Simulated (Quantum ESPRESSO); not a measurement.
Ca:

```
Ca
1.0
    -2.09649    2.10173    2.44535
     2.09649   -2.10173    2.44535
     2.09649    2.10173   -2.44535
Ca
1
Direct
  0.50000 0.50000 0.00000
```

This isn't the form of Ca at room conditions, which is fcc.

```yaml
Program: Quantum ESPRESSO 7.5
Task: single point
Functional: PBE
Potentials_or_basis: SSSP 1.3 efficiency PBE
Cutoff: 748 eV
Density_cutoff: 5987 eV
k_mesh: 9 × 9 × 9
Occupations: fermi-dirac, width 0.05 eV
Spin: no spin polarisation
```

On this cell: pressure -0.4 GPa; band gap on the k mesh none (metal or under the smearing width).

The same run follows on a disturbed copy (cell strained at random at fixed volume):

```
Ca
1.0
    -2.09397    2.12784    2.41316
     2.17093   -2.12637    2.47787
     2.03337    2.06593   -2.41189
Ca
1
Direct
  0.50379 0.51210 0.00380
```

Q: What does the disturbed cell give?

A: The energy (extrapolated to zero smearing) moves by +2.5 meV/atom; pressure -0.4 GPa; band gap on the k mesh none (metal or under the smearing width).

Stress tensor (GPa, compression positive):
```
-0.52  0.28 -0.42
 0.28 -0.45 -0.05
-0.42 -0.05 -0.18
```
